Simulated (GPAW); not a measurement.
The system is SiC.

```xyz
8
Lattice="3.0757 0.0000 0.0000 -1.5378 2.6636 0.0000 0.0000 0.0000 10.0706" Properties=species:S:1:pos:R:3 pbc="T T T"
Si    0.0000    0.0000    1.8922
Si    0.0000    0.0000    6.9275
Si    0.0000    1.7758    4.4094
Si    1.5378    0.8879    9.4447
C     0.0000    0.0000    0.0046
C     0.0000    0.0000    5.0400
C     0.0000    1.7758    2.5157
C     1.5378    0.8879    7.5510
```

The cell is a database's computed one.

Base run:

```yaml
Program: GPAW 26.7.0
Functional: revTPSS
Potentials_or_basis: GPAW PAW data sets (gpaw-data 1.2.1)
Cutoff: 800 eV
Basis: pw
k_mesh: 6 × 6 × 2
Occupations: fermi-dirac, width 0.05 eV
Spin: no spin polarisation
```

Its results: band gap on the k mesh 2.10 eV, indirect (least direct gap 3.23 eV); pressure 2.2 GPa.

Question: The run is repeated on the same cell with these changes: functional from revTPSS to M06-L. What comes out?

Answer: Band gap on the k mesh 2.33 eV, indirect (least direct gap 3.50 eV); pressure -2.8 GPa.

Caveats: the PAW data sets were made with another functional, which shifts forces and pressure a little.

Not every run made on this cell is shown here.
